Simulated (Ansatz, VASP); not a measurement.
One calculation of O2, two programs

```
O
1.0
     9.00000    0.00000    0.00000
     0.00000    9.50000    0.00000
     0.00000    0.00000   10.00000
O
2
Direct
  0.50000 0.50000 0.43950
  0.50000 0.50000 0.56050
```

Alike in both runs: functional PBEsol; k mesh 1 × 1 × 1; collinear spin.

Ansatz relaxed the structure, and its values are those at the end. VASP's run is a single point on that final structure, the one shown.

|  | VASP | Ansatz |
| --- | --- | --- |
| version | VASP 6.6.1 | Ansatz 0.2.0 |
| potentials or method | VASP PAW PBE potentials, release 64 (O) | plane waves, PAW |
| plane-wave cutoff (eV) | 520 | 500 |
| occupations | methfessel-paxton of order 1, width 0.05 eV | cold, width 0.05 eV |
| valence electrons in the cell | 12 | 12 |

|  | VASP | Ansatz | Ansatz less VASP |
| --- | --- | --- | --- |
| gap on the k mesh at the Fermi level (eV) | 2.26 | 2.25 | -0.015 |
| rms of the force components (eV/Å) | 0.799 | 0.001 | -0.7987 |
| net moment per atom (μB) | 1.00 | 1.00 | 0.000 |
| size of the moment on the site where the two differ most (μB) | 0.81 | 0.55 | -0.255 |

Site moments also hang on the region over which each program counts them. Ansatz warned: «end_state_compared».

Caveats: the standard files for N, O and F lose accuracy on very short bonds; the PAW data sets were made with another functional, which shifts forces and pressure a little (VASP).
